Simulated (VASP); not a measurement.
A run of VASP 6.6.1 is set up as follows.

File INCAR:

```
SYSTEM = W
  ALGO = Normal
  EDIFF = 1E-6
  ENCUT = 520
  GGA = PS
  ISIF = 2
  ISMEAR = 0
  LASPH = .True.
  LCHARG = .False.
  LREAL = .False.
  LWAVE = .False.
  NBANDS = 13
  NELM = 80
  PREC = Accurate
  SIGMA = 0.1
```

File KPOINTS:

```
k-points
0
Gamma
  8 8 8
  0 0 0
```

POSCAR

```
W
1.0
    0.0000000000      2.0300000000      2.0300000000
    2.0300000000      0.0000000000      2.0300000000
    2.0300000000      2.0300000000      0.0000000000
W
1
Direct
    0.0000000000      0.0000000000      0.0000000000
```

Potentials or basis: VASP PAW PBE potentials, release 64 (W_sv).

Run with:

```bash
$ cat potpaw_PBE.64/W_sv/POTCAR > POTCAR
$ mpirun -np 1 vasp_std > vasp.out
```

Q: What does it give for the pressure?

A: -11.8 GPa.

Q: What does it give for the band gap on the k mesh?

A: None (metal or under the smearing width).

Caveat: the PAW data sets were made with another functional, which shifts forces and pressure a little. Spin-orbit coupling is left out, which matters for the levels of W.
